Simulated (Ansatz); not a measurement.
Predict the output of the script below (the Ansatz DFT code, driven from Python).

`gw_ki.py`:
```python
# -*- coding: utf-8 -*-
"""Quasiparticle gap of KI by G0W0."""

import ansatz as az

lattice = az.Lattice.of(
    (0.0, 3.532775, 3.532775),
    (3.532775, 0.0, 3.532775),
    (3.532775, 3.532775, 0.0),
)
sites = [
    ("K", (0.0, 0.0, 0.0)),
    ("I", (0.5, 0.5, 0.5)),
]
xtal = az.Crystal(lattice=lattice)
for symbol, position in sites:
    xtal = xtal.atom(symbol, position)

calculation = (
    xtal.calculation()
    .functional("PBEsol")
    .pseudopotentials("paw")
    .basis(450)
    .kpoints(spacing=0.68)  # sampling of the Brillouin zone
    .occupations("fixed")  # whole-number filling, right only where there is a gap
    .gw(empty_bands=100, screening_cutoff=150, quasiparticle_bands=("v1", "c1"))
)
events = []
res = calculation.session().plan().execute(on_event=events.append, runs_dir="gw_run")
gw = next(e["data"] for e in events if e["event"] == "gw_qp")
top = gw["frontier_bands"]["highest_filled_band"]
print(" k band    E_KS   Sigma_x  Sigma_c     Vxc      Z    E_QP (eV)")
for qp in gw["qp"]:
    print(f"{qp['ik']:2d} {qp['band']:4d} {qp['eps_ks_ev']:7.3f} {qp['sigma_x_ev']:9.3f} {qp['sigma_c_at_ks_ev']:8.3f} {qp['vxc_ev']:8.3f} {qp['z']:6.3f} {qp['e_qp_ev']:8.3f}")
for key, label in (("eps_ks_ev", "Kohn-Sham"), ("e_qp_ev", "G0W0")):
    filled = max(qp[key] for qp in gw["qp"] if qp["band"] <= top)
    empty = min(qp[key] for qp in gw["qp"] if qp["band"] > top)
    print(f"{label} gap on the mesh: {empty - filled:.3f} eV")
print("static dielectric eigenvalues (RPA, this mesh):", [round(e, 3) for e in gw["screening"][0]["eps_tensor_eigenvalues"]])
```

Running `python gw_ki.py` prints:
```text
 k band    E_KS   Sigma_x  Sigma_c     Vxc      Z    E_QP (eV)
 0   13   2.181   -17.383    1.487  -14.260  0.812    0.868
 0   14   5.996    -4.269   -2.918   -8.069  0.852    6.744
 1   13   1.917   -16.935    1.501  -13.754  0.811    0.573
 1   14   7.397    -4.043   -2.918   -7.877  0.849    8.171
 2   13   1.885   -17.012    1.515  -13.784  0.811    0.513
 2   14   7.287    -3.196   -2.850   -7.112  0.850    8.188
 3   13   1.795   -16.842    1.520  -13.604  0.810    0.422
 3   14   8.059    -3.722   -2.938   -7.726  0.847    8.957
Kohn-Sham gap on the mesh: 3.815 eV
G0W0 gap on the mesh: 5.876 eV
static dielectric eigenvalues (RPA, this mesh): [2.795, 2.795, 2.795]
```

What to keep in mind:
- Total energies depend on the potentials; only differences at equal settings carry meaning. A total without «per atom» is that of the cell as typed.
- Energy and stress may still move on a finer k-point mesh.
- The starting cell is as deposited in a crystallographic database; the results hold for this polymorph, which needn't be the stable one.
- Mesh, empty bands and screening cutoff are small, so the quasiparticle gap isn't converged, and it is read on the mesh points alone. Spin-orbit coupling is left out, which matters for heavy elements.
- Timing: 14 s on 1 thread of Arm Neoverse V2, on a shared host, peak memory 0.43 GiB.

(A comment or docstring line of the script was reworded after the run, the code is as it ran; lines on the test bed's own set-up are left out of the output.)
